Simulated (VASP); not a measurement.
# TePb (Fm-3m) in VASP: further runs, part 2 of 2

VASP 6.6.1. Earlier steps stand in the parts before.

### 4 Relaxation of cell and atoms, PBEsol

Contents of INCAR:

```
SYSTEM = TePb
ALGO     = Normal         ! electronic algorithm
EDIFF    = 1E-7           ! SCF threshold, eV
EDIFFG   = -0.005         ! ionic threshold
ENCUT    = 600            ! plane-wave cutoff, eV
GGA      = PS             ! functional
IBRION   = 2              ! ionic algorithm
ISIF     = 3              ! what is computed and relaxed
ISMEAR   = 0              ! smearing method
KPAR     = 2            
LASPH    = .TRUE.         ! aspherical terms in the spheres
LCHARG   = .FALSE.        ! write CHGCAR
LREAL    = .FALSE.        ! projectors in reciprocal space
LWAVE    = .FALSE.        ! write WAVECAR
NELM     = 80             ! most SCF steps
NSW      = 90             ! ionic steps
PREC     = Accurate       ! precision mode
SIGMA    = 0.03           ! smearing width, eV
```

Contents of KPOINTS:

```
k-points
0
G
  8 8 8
  0 0 0
```

Contents of POSCAR:

```
TePb                                    
1.0
    0.0000000000      3.2218515824      3.2218515824
    3.2218515824      0.0000000000      3.2218515824
    3.2218515824      3.2218515824      0.0000000000
  Te              Pb            
     1     1
Direct
     0.5000000000000000    0.5000000000000000    0.5000000000000000
     0.0000000000000000    0.0000000000000000    0.0000000000000000
```

Potentials or basis: VASP PAW PBE potentials, release 64 (Te, Pb_d).

Started as:

```sh
cat potpaw_PBE.64/Te/POTCAR potpaw_PBE.64/Pb_d/POTCAR > POTCAR
mpirun -np 2 vasp_std > vasp.out
```

OUTCAR:

```text
SYSTEM = TePb
   EDIFF = 1E-7
   EDIFFG = -0.005
   ENCUT = 600
   GGA = PS
   IBRION = 2
   ISIF = 3
   ISMEAR = 0
   LASPH = .TRUE.
   LREAL = .FALSE.
   NELM = 80
   NSW = 90
   PREC = Accurate

 ion  position               nearest neighbor table
   1  0.500  0.500  0.500-   2 3.22   2 3.22   2 3.22   2 3.22   2 3.22   2 3.22
   2  0.000  0.000  0.000-   1 3.22   1 3.22   1 3.22   1 3.22   1 3.22   1 3.22

  LATTYP: Found a face centered cubic cell.
 ALAT       =     6.4437031648

  Lattice vectors:

 A1 = (   0.0000000000,   3.2218515824,   3.2218515824)
 A2 = (   3.2218515824,   0.0000000000,   3.2218515824)
 A3 = (   3.2218515824,   3.2218515824,   0.0000000000)

Analysis of symmetry for initial positions (statically):
=====================================================================
 Subroutine PRICEL returns:
 Original cell was already a primitive cell.

 Routine SETGRP: Setting up the symmetry group for a
 face centered cubic supercell.

 Subroutine GETGRP returns: Found 48 space group operations
 (whereof 48 operations were pure point group operations)
[... 181 lines left out ...]
      7      -0.0229      2.00000
      8       4.2044      2.00000
      9       4.2044      2.00000
     10       4.2044      2.00000
     11       9.6370      0.00000
     12       9.6370      0.00000
     13       9.6370      0.00000
     14      11.3087      0.00000
[... 377 lines left out ...]
      1     -11.1042      2.00000
      2     -11.0814      2.00000
      3     -11.0552      2.00000
      4     -11.0491      2.00000
      5     -11.0404      2.00000
      6      -4.8723      2.00000
      7      -2.8112      2.00000
      8       2.7375      2.00000
      9       2.9516      2.00000
     10       5.1057      2.00000
     11       6.8493      0.00000
     12       9.1223      0.00000
     13       9.5987      0.00000
     14      12.3228      0.00000

 [... further k-points ...]

------------------------ aborting loop because EDIFF is reached ----------------------------------------

  FORCE on cell =-STRESS in cart. coord.  units (eV):
  Direction    XX          YY          ZZ          XY          YZ          ZX
  --------------------------------------------------------------------------------------
  -------------------------------------------------------------------------------------
  Total       -0.0007393     -0.0007393     -0.0007393      0.0000000     -0.0000000      0.0000000
  in kB       -0.0177083     -0.0177083     -0.0177083      0.0000000     -0.0000000      0.0000000
  external PRESSURE =      -0.0177083 kB  Pullay stress =       0.0000000 kB

 VOLUME and BASIS-vectors are now :
 -----------------------------------------------------------------------------
  energy-cutoff  :      600.00
  volume of cell :       66.89
      direct lattice vectors                 reciprocal lattice vectors
     0.000000000  3.221851582  3.221851582    -0.155190265  0.155190265  0.155190265
     3.221851582  0.000000000  3.221851582     0.155190265 -0.155190265  0.155190265
     3.221851582  3.221851582  0.000000000     0.155190265  0.155190265 -0.155190265

 POSITION                                       TOTAL-FORCE (eV/Angst)
 -----------------------------------------------------------------------------------
      3.22185      3.22185      3.22185        -0.000000      0.000000     -0.000000
      0.00000      0.00000      0.00000         0.000000     -0.000000      0.000000
 -----------------------------------------------------------------------------------
    total drift:                               -0.000000      0.000000      0.000000

  FREE ENERGIE OF THE ION-ELECTRON SYSTEM (eV)
  ---------------------------------------------------
  free  energy   TOTEN  =        -8.2591677670 eV

  energy  without entropy=       -8.2591677670  energy(sigma->0) =       -8.25916777

 reached required accuracy - stopping structural energy minimisation
```

OSZICAR:

```text
N       E                     dE             d eps       ncg     rms          rms(c)
DAV:   1     0.155888985783E+03    0.15589E+03   -0.10044E+04   812   0.152E+03
DAV:   2     0.332762544591E+01   -0.15256E+03   -0.14953E+03   818   0.349E+02
DAV:   3    -0.808274277158E+01   -0.11410E+02   -0.11237E+02  1112   0.101E+02
DAV:   4    -0.836589949712E+01   -0.28316E+00   -0.28301E+00   934   0.188E+01
DAV:   5    -0.837664110728E+01   -0.10742E-01   -0.10741E-01  1140   0.337E+00    0.341E+00
DAV:   6    -0.826469032698E+01    0.11195E+00   -0.26017E-01  1124   0.451E+00    0.212E+00
DAV:   7    -0.825894202039E+01    0.57483E-02   -0.76468E-02  1046   0.172E+00    0.879E-01
DAV:   8    -0.825921261193E+01   -0.27059E-03   -0.85576E-03   992   0.110E+00    0.123E-01
DAV:   9    -0.825915974951E+01    0.52862E-04   -0.97853E-04  1182   0.356E-01    0.376E-02
DAV:  10    -0.825916528212E+01   -0.55326E-05   -0.78669E-05   918   0.836E-02    0.232E-02
DAV:  11    -0.825916784935E+01   -0.25672E-05   -0.17192E-05  1026   0.325E-02    0.960E-03
DAV:  12    -0.825916790794E+01   -0.58590E-07   -0.11259E-06   992   0.110E-02    0.611E-03
DAV:  13    -0.825916772657E+01    0.18138E-06   -0.63487E-08   664   0.206E-03    0.278E-03
DAV:  14    -0.825916776697E+01   -0.40401E-07   -0.14651E-07   498   0.417E-03
   1 F= -.82591678E+01 E0= -.82591678E+01  d E =-.825917E+01
```

It took 17 s on 2 MPI ranks of Intel Xeon Platinum 8488C (Sapphire Rapids), shared host; peak memory 0.21 GiB.

Results:

| Property | Result |
| --- | --- |
| Free energy | -8.2592 eV |
| Pressure after relaxing | 0.0 GPa |
| Band gap on the k mesh | 0.65 eV, direct |

Final structure:
```cif
data_structure
_symmetry_space_group_name_H-M 'P 1'
_symmetry_Int_Tables_number 1
_cell_length_a 4.5564
_cell_length_b 4.5564
_cell_length_c 4.5564
_cell_angle_alpha 60.000
_cell_angle_beta 60.000
_cell_angle_gamma 60.000
_cell_volume 66.89
loop_
_atom_site_label
_atom_site_type_symbol
_atom_site_fract_x
_atom_site_fract_y
_atom_site_fract_z
_atom_site_occupancy
Te1 Te 0.50000 0.50000 0.50000 1
Pb1 Pb 0.00000 0.00000 0.00000 1
```

Caveat: the relaxation stopped at its first step, so nothing moved; the PAW data sets were made with another functional, which shifts forces and pressure a little; spin-orbit coupling is left out, which as a rule narrows the gap of such compounds by several tenths of an eV. A k mesh can miss the band edges.
